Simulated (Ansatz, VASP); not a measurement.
Zr in VASP and in Ansatz

Contents of INCAR:

```
PREC = Accurate
ENCUT = 520
EDIFF = 1E-6
ISMEAR = -1
SIGMA = 0.08
LREAL = F
LASPH = T
NELM = 100
ALGO = Normal
ISIF = 2
LWAVE = F
LCHARG = F
GGA = PE
NBANDS = 19
```

The input KPOINTS:

```
Automatic mesh
0
Gamma
  11 11 11
```

File POSCAR:

```
Zr
1.0
    0.0000000000      3.0551315048      3.0551315048
    3.0551315048      0.0000000000      3.0551315048
    3.0551315048      3.0551315048      0.0000000000
Zr
2
Direct
   -0.1250000000     -0.1250000000     -0.1250000000
    0.1250000000      0.1250000000      0.1250000000
```

Input for Ansatz:

```yaml
crystal:
  lattice:
    - [0.0, 3.0551315048, 3.0551315048]
    - [3.0551315048, 0.0, 3.0551315048]
    - [3.0551315048, 3.0551315048, 0.0]
  atoms:
    - { symbol: Zr, position: [-0.125, -0.125, -0.125] }
    - { symbol: Zr, position: [0.125, 0.125, 0.125] }
kpoints:
  mp_grid: { grid: [11, 11, 11] }
scf:
  occupations: { method: fermi_dirac, width: 0.08 }
hamiltonian:
  xc: pbe
  pseudopotentials: { kind: all_electron, lapw: { basis_error: 0.001 } }
output:
  forces: true
  stress: true
  eigenvalues: true
  populations: true
```

Change from the starting cell: volume scaled by 0.92, LAPW.

Alike in both runs: task single point; functional PBE; k mesh 11 × 11 × 11; occupations fermi-dirac, width 0.08 eV; no spin polarisation.

|  | VASP | Ansatz |
| --- | --- | --- |
| version | VASP 6.6.1 | Ansatz 0.2.0 |
| potentials or method | VASP PAW PBE potentials, release 64 (Zr_sv) | all-electron LAPW, scalar-relativistic |
| plane-wave cutoff (eV) | 520 | see its input |

Ansatz gave:

| Quantity | Value |
| --- | --- |
| pressure (GPa) | 3.3 |

Problem. What did VASP give for the same quantities?

Solution. Pressure (GPa): 3.5.

Ansatz ran all-electron here, so the differences hold the error of VASP's frozen core and of both bases.
